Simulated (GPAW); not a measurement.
Computed results, one entry a study.

**How the form of the self-energy moves the gap of RbCl (Fm-3m)**

Symmetry: Fm-3m, No. 225, cubic system. The conventional cell has a = 6.548 Å, b = 6.548 Å, c = 6.548 Å, α = 90.00°, β = 90.00°, γ = 90.00°. Rb has 6 Cl at 3.27 Å nearest. Nearest to Cl lie 6 Rb at 3.27 Å. Farther neighbours and most contacts between anions are not listed.

```
Rb Cl
1.0
     0.00000    3.27400    3.27400
     3.27400    0.00000    3.27400
     3.27400    3.27400    0.00000
Rb Cl
1 1
Direct
  0.00000 0.00000 0.00000
  0.50000 0.50000 0.50000
```

```yaml
method: DFT, PBE, plane waves, PAW (and 3 further levels or steps)
program: GPAW 26.7.0
settings_of_one_run: cutoff 450 eV, GPAW PAW setups 1.2.1 data release, 4×4×4 k-mesh, nbands 460
cost: 6 runs, 8.9 min in all on 4 MPI ranks of Arm Neoverse V2, shared host (the runs of this entry)
notes: The database entry behind the starting cell differs from later determinations by our own check (about 0.5 % short). The cell and positions come from the Crystallography Open Database and are kept as given unless a step says otherwise. Limits: no spin-orbit coupling. Bands and cutoff are finite, so the gap is not at the basis limit. The miss can reach some tenths of an eV and take either sign; the mesh is an error of its own. The program warns of a poor linear fit in the extrapolation of some level, so the extrapolated values are rough.
g0w0_godby_needs_plasmon_pole: 7.648 eV
one_shot_hse06: 6.325 eV
g0w0_extrapolated_in_the_cutoff: 7.881 eV
one_shot_hartree_fock: 13.069 eV
g0w0_full_frequency_hilbert_transform: 7.772 eV
known_limits: not at the basis limit; no spin-orbit coupling
```

One-shot HSE06: −1.322 eV against G0W0, Godby-Needs plasmon pole. G0W0, extrapolated in the cutoff: +0.234 eV against G0W0, Godby-Needs plasmon pole, at other bands or cutoff, so not like for like.

[Paths, hosts, dates, memory and timing lines, banners, echoed tables and standing remarks are left out of the program output.]

[Logs are printed without paths, hosts, clocks, repeated set-up lines and the standing remarks that a program may print on its own settings, such as how far it seeks lower states.]

[Runs of the session that timed out or met a known fault of the program may be left out.]

[Hosts, paths, dates, database ids (printed as entryN), source tags and the programs' standing remarks are cut or masked in the printed files.]
